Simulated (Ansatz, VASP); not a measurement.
One calculation of Ti, two programs

```
Ti
1.0
     0.00000    1.94868    2.10516
     1.94868    0.00000    2.10516
     1.94868    1.94868    0.00000
Ti
1
Direct
  0.00000 0.00000 0.00000
```

Alike in both runs: task single point; functional PBE; k mesh 20 × 20 × 20; occupations gaussian, width 0.15 eV; no spin polarisation.

|  | VASP | Ansatz |
| --- | --- | --- |
| version | VASP 6.6.1 | Ansatz 0.2.0 |
| potentials or method | VASP PAW PBE potentials, release 64 (Ti_sv) | scalar-relativistic, plane waves, PAW |
| plane-wave cutoff (eV) | 520 | 520 |
| valence electrons in the cell | 12 | 12 |

|  | VASP | Ansatz | Ansatz less VASP |
| --- | --- | --- | --- |
| gap on the k mesh at the Fermi level (eV) | none | none | - |
| pressure (GPa) | 9.9 | 10.3 | +0.38 |
| largest component of the traceless stress (GPa) | 1.58 | 1.54 | -0.043 |

A gap of «none» marks a metal or a gap that the smearing closes. With one functional, cell and mesh, what is left measures potentials, basis and numerics.
